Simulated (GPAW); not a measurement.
# Nb (Fm-3m) in GPAW: convergence with smearing width (eV)

Aim: find how far smearing width (eV) must go before the results for Nb settle, at r2SCAN+D4. This setting moves, with any that are tied to it; all else stays.

Program: GPAW 26.7.0. These are calculated values, not measurements. Logs are shortened: lines on timing, memory, paths and dates and some standing lists are left out, and cuts for length are marked. The log counts tension as positive stress, the text compression.

## Step 1: The structure

The structure is cubic, space group Fm-3m (No. 225). The conventional cell has a = 4.230 Å, b = 4.230 Å, c = 4.230 Å, α = 90.00°, β = 90.00°, γ = 90.00°. Around Nb (site symmetry m-3m) lie 12 Nb at 2.99 Å.

This isn't the form of Nb at room conditions, which is bcc.

## Step 2: With smearing width (eV) 0.4

run.py

```python
import json
import numpy as np
import spglib
from ase import Atoms
from ase.calculators.mixing import SumCalculator
from ase.constraints import FixSymmetry
from ase.filters import FrechetCellFilter
from ase.io import read, write
from ase.optimize import BFGS
from ase.stress import full_3x3_to_voigt_6_stress, voigt_6_to_full_3x3_strain, voigt_6_to_full_3x3_stress
from ase.units import GPa
from dftd4.ase import DFTD4
from gpaw import GPAW, PW

atoms = read('Nb.cif')
cell, positions, numbers = spglib.find_primitive(
    (atoms.cell[:], atoms.get_scaled_positions(), atoms.numbers), symprec=1e-4)
atoms = Atoms(numbers, cell=cell, scaled_positions=positions, pbc=True)

calc = GPAW(mode=PW(450),
            xc='MGGA_X_R2SCAN+MGGA_C_R2SCAN',
            kpts={'size': (8, 8, 8), 'gamma': True},
            occupations={'name': 'fermi-dirac', 'width': 0.4},
            setups={'Nb': '5'},
            nbands=-9,
            convergence={'density': 1e-06, 'eigenstates': 1e-09},
            maxiter=150,
            symmetry={'tolerance': 0.001},
            txt='gpaw.txt')
atoms.calc = SumCalculator([calc, DFTD4(method='r2scan')])
atoms.set_constraint(FixSymmetry(atoms))
BFGS(FrechetCellFilter(atoms), trajectory='relax.traj', logfile='-').run(fmax=0.005, steps=40)
atoms.set_constraint()
energy = atoms.get_potential_energy()
forces = atoms.get_forces()
stress = atoms.get_stress()
calc.write('gs.gpw')
write('result.traj', atoms)
print('Cell:', atoms.cell.cellpar().round(4))
print(atoms.get_scaled_positions().round(5))

gpts = tuple(int(n) for n in calc.get_number_of_grid_points())
cell = atoms.cell[:].T
dataset = spglib.get_symmetry((atoms.cell[:], atoms.get_scaled_positions(), atoms.numbers), symprec=1e-4)
rotations = [cell @ w @ np.linalg.inv(cell) for w in dataset['rotations']]
strains, clamped, relaxed = [], [], []
for v in [0, 3]:
    for e in (-0.005, 0.005):
        voigt = np.zeros(6)
        voigt[v] = e
        F = voigt_6_to_full_3x3_strain(voigt)
        a = atoms.copy()
        a.set_cell(atoms.cell[:] @ F, scale_atoms=True)
        c = GPAW(mode=PW(450),
                 xc='MGGA_X_R2SCAN+MGGA_C_R2SCAN',
                 kpts={'size': (8, 8, 8), 'gamma': True},
                 occupations={'name': 'fermi-dirac', 'width': 0.4},
                 setups={'Nb': '5'},
                 nbands=-9,
                 convergence={'density': 1e-06, 'eigenstates': 1e-09},
                 maxiter=150,
                 symmetry={'tolerance': 0.001},
                 gpts=gpts,
                 txt=f'strain-{v}{e:+.3f}.txt')
        a.calc = SumCalculator([c, DFTD4(method='r2scan')])
        s0 = s1 = a.get_stress() - stress
        print(v, e, 'clamped', (s0 / GPa).round(3), 'relaxed', (s1 / GPa).round(3), flush=True)
        for R in rotations:  # images under the point group
            eps = R @ (F - np.eye(3)) @ R.T
            strains.append(full_3x3_to_voigt_6_stress(eps) * [1, 1, 1, 2, 2, 2])
            for s, rows in ((s0, clamped), (s1, relaxed)):
                rows.append(full_3x3_to_voigt_6_stress(R @ voigt_6_to_full_3x3_stress(s) @ R.T))

C0, C = (np.linalg.lstsq(np.array(strains), np.array(s), rcond=None)[0].T / GPa for s in (clamped, relaxed))
print('Clamped-ion Cij (GPa):')
print(C0.round(1))
print('Relaxed-ion Cij (GPa):')
print(C.round(1))
json.dump({'clamped': C0.tolist(), 'relaxed': C.tolist()}, open('elastic.json', 'w'))
```

Nb.cif

```cif
data_Nb
_cell_length_a 4.23000000
_cell_length_b 4.23000000
_cell_length_c 4.23000000
_cell_angle_alpha 90.00000000
_cell_angle_beta 90.00000000
_cell_angle_gamma 90.00000000
_space_group_name_H-M_alt 'Fm-3m'
_space_group_name_Hall '-F 4 2 3'
_space_group_IT_number 225
loop_
_space_group_symop_operation_xyz
'x,y,z'
'-x,-y,-z'
'-y,x,z'
'y,-x,-z'
'-x,-y,z'
'x,y,-z'
'y,-x,z'
'-y,x,-z'
'x,-y,-z'
'-x,y,z'
'-y,-x,-z'
'y,x,z'
'-x,y,-z'
'x,-y,z'
'y,x,-z'
'-y,-x,z'
'z,x,y'
'-z,-x,-y'
'z,-y,x'
'-z,y,-x'
'z,-x,-y'
'-z,x,y'
'z,y,-x'
'-z,-y,x'
'-z,x,-y'
'z,-x,y'
'-z,-y,-x'
'z,y,x'
'-z,-x,y'
'z,x,-y'
'-z,y,x'
'z,-y,-x'
'y,z,x'
'-y,-z,-x'
'x,z,-y'
'-x,-z,y'
'-y,z,-x'
'y,-z,x'
'-x,z,y'
'x,-z,-y'
'-y,-z,x'
'y,z,-x'
'-x,-z,-y'
'x,z,y'
'y,-z,-x'
'-y,z,x'
'x,-z,y'
'-x,z,-y'
'x,y+1/2,z+1/2'
'-x,-y+1/2,-z+1/2'
'-y,x+1/2,z+1/2'
[... 62 lines left out ...]
'-z+1/2,-x,-y+1/2'
'z+1/2,-y,x+1/2'
'-z+1/2,y,-x+1/2'
'z+1/2,-x,-y+1/2'
'-z+1/2,x,y+1/2'
'z+1/2,y,-x+1/2'
'-z+1/2,-y,x+1/2'
'-z+1/2,x,-y+1/2'
'z+1/2,-x,y+1/2'
'-z+1/2,-y,-x+1/2'
'z+1/2,y,x+1/2'
'-z+1/2,-x,y+1/2'
'z+1/2,x,-y+1/2'
'-z+1/2,y,x+1/2'
'z+1/2,-y,-x+1/2'
'y+1/2,z,x+1/2'
'-y+1/2,-z,-x+1/2'
'x+1/2,z,-y+1/2'
'-x+1/2,-z,y+1/2'
'-y+1/2,z,-x+1/2'
'y+1/2,-z,x+1/2'
'-x+1/2,z,y+1/2'
'x+1/2,-z,-y+1/2'
'-y+1/2,-z,x+1/2'
'y+1/2,z,-x+1/2'
'-x+1/2,-z,-y+1/2'
'x+1/2,z,y+1/2'
'y+1/2,-z,-x+1/2'
'-y+1/2,z,x+1/2'
'x+1/2,-z,y+1/2'
'-x+1/2,z,-y+1/2'
'x+1/2,y+1/2,z'
'-x+1/2,-y+1/2,-z'
'-y+1/2,x+1/2,z'
'y+1/2,-x+1/2,-z'
'-x+1/2,-y+1/2,z'
'x+1/2,y+1/2,-z'
'y+1/2,-x+1/2,z'
'-y+1/2,x+1/2,-z'
'x+1/2,-y+1/2,-z'
'-x+1/2,y+1/2,z'
'-y+1/2,-x+1/2,-z'
'y+1/2,x+1/2,z'
'-x+1/2,y+1/2,-z'
'x+1/2,-y+1/2,z'
'y+1/2,x+1/2,-z'
'-y+1/2,-x+1/2,z'
'z+1/2,x+1/2,y'
'-z+1/2,-x+1/2,-y'
'z+1/2,-y+1/2,x'
'-z+1/2,y+1/2,-x'
'z+1/2,-x+1/2,-y'
'-z+1/2,x+1/2,y'
'z+1/2,y+1/2,-x'
'-z+1/2,-y+1/2,x'
'-z+1/2,x+1/2,-y'
'z+1/2,-x+1/2,y'
'-z+1/2,-y+1/2,-x'
'z+1/2,y+1/2,x'
'-z+1/2,-x+1/2,y'
'z+1/2,x+1/2,-y'
'-z+1/2,y+1/2,x'
'z+1/2,-y+1/2,-x'
'y+1/2,z+1/2,x'
'-y+1/2,-z+1/2,-x'
'x+1/2,z+1/2,-y'
'-x+1/2,-z+1/2,y'
'-y+1/2,z+1/2,-x'
'y+1/2,-z+1/2,x'
'-x+1/2,z+1/2,y'
'x+1/2,-z+1/2,-y'
'-y+1/2,-z+1/2,x'
'y+1/2,z+1/2,-x'
'-x+1/2,-z+1/2,-y'
'x+1/2,z+1/2,y'
'y+1/2,-z+1/2,-x'
'-y+1/2,z+1/2,x'
'x+1/2,-z+1/2,y'
'-x+1/2,z+1/2,-y'
loop_
_atom_site_label
_atom_site_type_symbol
_atom_site_symmetry_multiplicity
_atom_site_Wyckoff_symbol
_atom_site_fract_x
_atom_site_fract_y
_atom_site_fract_z
_atom_site_occupancy
Nb1 Nb 4 a 0.0000000000 0.0000000000 0.0000000000 1
```

Potentials or basis: GPAW PAW data sets (gpaw-data 1.2.1), other valence, pw.

Launch:

```console
$ OMP_NUM_THREADS=1 python run.py
```

Wall time 2.4 min (1 thread of Arm Neoverse V2, shared host); peak memory 0.63 GiB.

What came out:

```yaml
Free_energy: -21.6150 eV
Relaxed_volume: 18.83 Å³/atom
Relaxed_cell: a = 2.986 Å, b = 2.986 Å, c = 2.986 Å, α = 60.00°, β = 60.00°, γ = 60.00°
Space_group_after_relaxing_to_0.05_Å: Fm-3m (No. 225)
Pressure_after_relaxing: 0.0 GPa
Band_gap_on_the_k_mesh: none (metal or under the smearing width)
Elastic_constants_C11_C12_C44: 44, 216, -19 GPa
Voigt_bulk_modulus: 159 GPa
Dispersion_energy_per_atom: -0.104 eV
```

## Step 3: With smearing width (eV) 0.25

Changes to run.py since step 2:

```diff
@@ -22,3 +22,3 @@
             kpts={'size': (8, 8, 8), 'gamma': True},
-            occupations={'name': 'fermi-dirac', 'width': 0.4},
+            occupations={'name': 'fermi-dirac', 'width': 0.25},
             setups={'Nb': '5'},
@@ -56,3 +56,3 @@
                  kpts={'size': (8, 8, 8), 'gamma': True},
-                 occupations={'name': 'fermi-dirac', 'width': 0.4},
+                 occupations={'name': 'fermi-dirac', 'width': 0.25},
                  setups={'Nb': '5'},
```

Nb.cif is that of step 2.

Potentials or basis: GPAW PAW data sets (gpaw-data 1.2.1), other valence, pw.

Launch:

```console
$ OMP_NUM_THREADS=1 python run.py
```

Wall time 2.3 min (1 thread of Arm Neoverse V2, shared host); peak memory 0.63 GiB.

The run converged. Its results:

```yaml
Free_energy: -21.4009 eV
Relaxed_volume: 18.65 Å³/atom
Relaxed_cell: a = 2.976 Å, b = 2.976 Å, c = 2.976 Å, α = 60.00°, β = 60.00°, γ = 60.00°
Space_group_after_relaxing_to_0.05_Å: Fm-3m (No. 225)
Pressure_after_relaxing: 0.0 GPa
Band_gap_on_the_k_mesh: none (metal or under the smearing width)
Elastic_constants_C11_C12_C44: 0, 248, -46 GPa
Voigt_bulk_modulus: 165 GPa
Dispersion_energy_per_atom: -0.105 eV
```

## Step 4: With smearing width (eV) 0.15

Changes to run.py since step 3:

```diff
@@ -22,3 +22,3 @@
             kpts={'size': (8, 8, 8), 'gamma': True},
-            occupations={'name': 'fermi-dirac', 'width': 0.25},
+            occupations={'name': 'fermi-dirac', 'width': 0.15},
             setups={'Nb': '5'},
@@ -56,3 +56,3 @@
                  kpts={'size': (8, 8, 8), 'gamma': True},
-                 occupations={'name': 'fermi-dirac', 'width': 0.25},
+                 occupations={'name': 'fermi-dirac', 'width': 0.15},
                  setups={'Nb': '5'},
```

Nb.cif is that of step 3.

Launch:

```console
$ OMP_NUM_THREADS=1 python run.py
```

It took 2.3 min on 1 thread of Arm Neoverse V2, shared host; peak memory 0.63 GiB.

It converged, with:

* Free energy: -21.3064 eV
* Relaxed volume: 18.56 Å³/atom
* Relaxed cell: a = 2.972 Å, b = 2.972 Å, c = 2.972 Å, α = 60.00°, β = 60.00°, γ = 60.00°
* Space group after relaxing (to 0.05 Å): Fm-3m (No. 225)
* Pressure after relaxing: 0.0 GPa
* Band gap on the k mesh: none (metal or under the smearing width)
* Elastic constants C11, C12, C44: -34, 266, -59 GPa
* Voigt bulk modulus: 166 GPa
* Dispersion energy per atom: -0.106 eV

## Step 5: With smearing width (eV) 0.1

Changes to run.py since step 4:

```diff
@@ -22,3 +22,3 @@
             kpts={'size': (8, 8, 8), 'gamma': True},
-            occupations={'name': 'fermi-dirac', 'width': 0.15},
+            occupations={'name': 'fermi-dirac', 'width': 0.1},
             setups={'Nb': '5'},
@@ -56,3 +56,3 @@
                  kpts={'size': (8, 8, 8), 'gamma': True},
-                 occupations={'name': 'fermi-dirac', 'width': 0.15},
+                 occupations={'name': 'fermi-dirac', 'width': 0.1},
                  setups={'Nb': '5'},
```

Nb.cif is that of step 4.

Launch:

```console
$ OMP_NUM_THREADS=1 python run.py
```

It took 2.3 min on 1 thread of Arm Neoverse V2, shared host; peak memory 0.63 GiB.

Results (log left out):

* Free energy: -21.2756 eV
* Relaxed volume: 18.52 Å³/atom
* Relaxed cell: a = 2.970 Å, b = 2.970 Å, c = 2.970 Å, α = 60.00°, β = 60.00°, γ = 60.00°
* Space group after relaxing (to 0.05 Å): Fm-3m (No. 225)
* Pressure after relaxing: 0.0 GPa
* Band gap on the k mesh: none (metal or under the smearing width)
* Elastic constants C11, C12, C44: -44, 271, -64 GPa
* Voigt bulk modulus: 166 GPa
* Dispersion energy per atom: -0.106 eV

## Step 6: With smearing width (eV) 0.05

Changes to run.py since step 5:

```diff
@@ -22,3 +22,3 @@
             kpts={'size': (8, 8, 8), 'gamma': True},
-            occupations={'name': 'fermi-dirac', 'width': 0.1},
+            occupations={'name': 'fermi-dirac', 'width': 0.05},
             setups={'Nb': '5'},
@@ -56,3 +56,3 @@
                  kpts={'size': (8, 8, 8), 'gamma': True},
-                 occupations={'name': 'fermi-dirac', 'width': 0.1},
+                 occupations={'name': 'fermi-dirac', 'width': 0.05},
                  setups={'Nb': '5'},
```

Nb.cif is that of step 5.

Potentials or basis: GPAW PAW data sets (gpaw-data 1.2.1), other valence, pw.

Launch:

```console
$ OMP_NUM_THREADS=1 python run.py
```

Wall time 2.3 min (1 thread of Arm Neoverse V2, shared host); peak memory 0.63 GiB.

It converged, with:

* Free energy: -21.2578 eV
* Relaxed volume: 18.47 Å³/atom
* Relaxed cell: a = 2.967 Å, b = 2.967 Å, c = 2.967 Å, α = 60.00°, β = 60.00°, γ = 60.00°
* Space group after relaxing (to 0.05 Å): Fm-3m (No. 225)
* Pressure after relaxing: 0.0 GPa
* Band gap on the k mesh: none (metal or under the smearing width)
* Elastic constants C11, C12, C44: -10, 260, -63 GPa
* Voigt bulk modulus: 170 GPa
* Dispersion energy per atom: -0.106 eV

[end of part 1 of 2]
